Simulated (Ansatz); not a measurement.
# Si (Fd-3m) under several functionals

Plane-wave DFT in Ansatz with scalar-relativistic PAW potentials. The same structure was relaxed (cell and atoms, symmetry kept) in separate runs at each level. No spin polarisation.

```csv
level,cutoff (eV),k mesh,V (Å³/atom),a (Å),gap (eV)
LDA,420,12×12×12,19.704,5.402,0.44
PBEsol,420,12×12×12,20.055,5.434,0.46
r2SCAN,500,8×8×8,20.165,5.444,0.81
```

Q: Where does PBE (420 eV, k mesh 8×8×8) fall?

A: V (Å³/atom) 20.459, a (Å) 5.470, gap (eV) 0.65. Its volume is the largest of the set. The usual order of volumes, LDA < PBEsol < PBE, holds here (19.704, 20.055, 20.459 Å³/atom). As a rule LDA overbinds; PBEsol, built on the gradient expansion of slowly varying densities, lies between LDA and PBE; PBE's stronger gradient term for exchange weakens bonds. r2SCAN lies 1.4 % under PBE in volume. Each gap belongs to its own cell, so it mixes the functional's effect with that of the volume; gaps are the least found on the k mesh or on a band path.

Cost: 4 runs of about 0.49 core-minutes in all, on Intel Xeon Processor @ 2.10GHz (Emerald Rapids), AMD EPYC (Zen 3), Intel Xeon 6975P-C (Granite Rapids) (shared hosts).